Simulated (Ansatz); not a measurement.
The system is V.

```
CELL_PARAMETERS angstrom
-1.51435 1.51435 1.51435
1.51435 -1.51435 1.51435
1.51435 1.51435 -1.51435
ATOMIC_POSITIONS crystal
V 0.00000 0.00000 0.00000
```

Base run:

```yaml
Program: Ansatz 0.2.0
Functional: PBEsol
Potentials_or_basis: all-electron PAW datasets made for the crystal
Cutoff: 280 eV (chosen from the basis error)
k_mesh: 12 × 12 × 12
Occupations: fermi-dirac, width 0.05 eV
Spin: collinear spin, ferromagnetic start
Starting_moments: "[2.0] μB"
```

Its results: pressure -12.1 GPa; net moment 0.00 μB per cell.

Question: After a change of settings the same cell gave: pressure -11.2 GPa; net moment 0.00 μB per cell. Which change was it?
A. potentials or basis from all-electron PAW datasets made for the crystal to all-electron LAPW, scalar-relativistic; cutoff from 280 eV (chosen from the basis error) to 257 eV (chosen from the basis error)
B. potentials or basis from all-electron PAW datasets made for the crystal to all-electron LAPW, inner shells corrected to Dirac's equation; cutoff from 280 eV (chosen from the basis error) to 257 eV (chosen from the basis error)
C. potentials or basis from all-electron PAW datasets made for the crystal to all-electron LAPW, non-relativistic; cutoff from 280 eV (chosen from the basis error) to 258 eV (chosen from the basis error)

Answer: C.

Caveats: the starting moments weren't kept.
